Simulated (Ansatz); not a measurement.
# EuO: the cost of one run

All numbers are computed with Ansatz 0.2.0, driven from Python. Level of theory: DFT LDA+U, plane waves, PAW.

## 1. The system

Symmetry: Fm-3m, No. 225, cubic system. The conventional cell has a = 5.144 Å, b = 5.144 Å, c = 5.144 Å, α = 90.00°, β = 90.00°, γ = 90.00°. Around Eu (site symmetry m-3m) lie 6 O at 2.57 Å. O (site symmetry m-3m) is surrounded by 6 Eu at 2.57 Å.

The script holds or builds the structure itself.

## 2. The code

The input, euo.py:

```python
"""Projected density of states of EuO."""

import ansatz as az
from ase import Atoms
import numpy as np


def main() -> None:
    atoms = Atoms(
        ["Eu", "O"],
        scaled_positions=[
            (0.0, 0.0, 0.0),
            (0.5, 0.5, 0.5),
        ],
        cell=[
            (0.0, 2.57195, 2.57195),
            (2.57195, 0.0, 2.57195),
            (2.57195, 2.57195, 0.0),
        ],
        pbc=True,
    )
    atoms.set_initial_magnetic_moments([7, 0.0])
    system = az.Crystal.from_ase(atoms)

    calculation = system.calculation()
    calculation = calculation.functional("lda")
    calculation = calculation.kpoints(mesh=(8, 8, 8)).occupations("cold", width=0.15)
    calculation = calculation.spin(az.SpinTreatment.COLLINEAR)
    calculation = calculation.hubbard("Eu", "f", u_eff=6.0).scf(extra_bands=10)
    calculation = calculation.density_of_states(projected=True, method="smearing", broadening_width=0.15, energy_step=0.1)
    res = calculation.run(threads=1, pin="off")
    data = res.report

    dos = res.density_of_states()
    energy = np.asarray(dos.energies_ev) - dos.fermi_ev
    curves = {}
    for site in res.projected_density_of_states().sites:
        for shell in site.shells:
            weight = sum(np.sum(curve.g_bin_mean_per_ev, axis=0) for curve in shell.curves)
            name = f"{site.species} {shell.label}"
            curves[name] = curves.get(name, 0) + weight

    step = energy[1] - energy[0]
    windows = [(-6, -3), (-3, 0), (0, 4)]
    print("states by shell in windows of E - E_F (eV):", windows)
    for name, g in curves.items():
        print(f"{name:8s}", " ".join(f"{step * g[(energy >= a) & (energy < b)].sum():8.3f}" for a, b in windows))
    filled = (energy < 0) & (energy > -6)
    for name, g in curves.items():
        if g[filled].sum() * step > 0.5:
            print(f"centre of {name}: {np.average(energy[filled], weights=g[filled]):.2f} eV")


if __name__ == "__main__":
    main()
```

## 3. The calls as engine input

The package turns the script's settings into the engine's input:

```yaml
crystal:
  lattice:
    - [0.0, 2.57195, 2.57195]
    - [2.57195, 0.0, 2.57195]
    - [2.57195, 2.57195, 0.0]
  atoms:
    - { symbol: Eu, position: [0.0, 0.0, 0.0], spin: 7.0 }
    - { symbol: O, position: [0.5, 0.5, 0.5], spin: 0.0 }
kpoints:
  mp_grid:
    grid: [8, 8, 8]
hamiltonian:
  xc: lda
  hubbard:
    - { species: Eu, l: f, u_eff: 6.0 }
magnetization:
  spin_polarized: true
scf:
  n_extra_bands: 10
  occupations:
    method: cold
    width: 0.15
output:
  dos:
    de: 0.1
    method:
      smearing:
        sigma: 0.15
    projected: true
```

## 4. The run

Started as:

```sh
python euo.py
```

Q: Estimate wall time and peak memory on 1 thread of Arm Neoverse V2, shared host.

About 7.9 s, with a peak of 0.43 GiB.
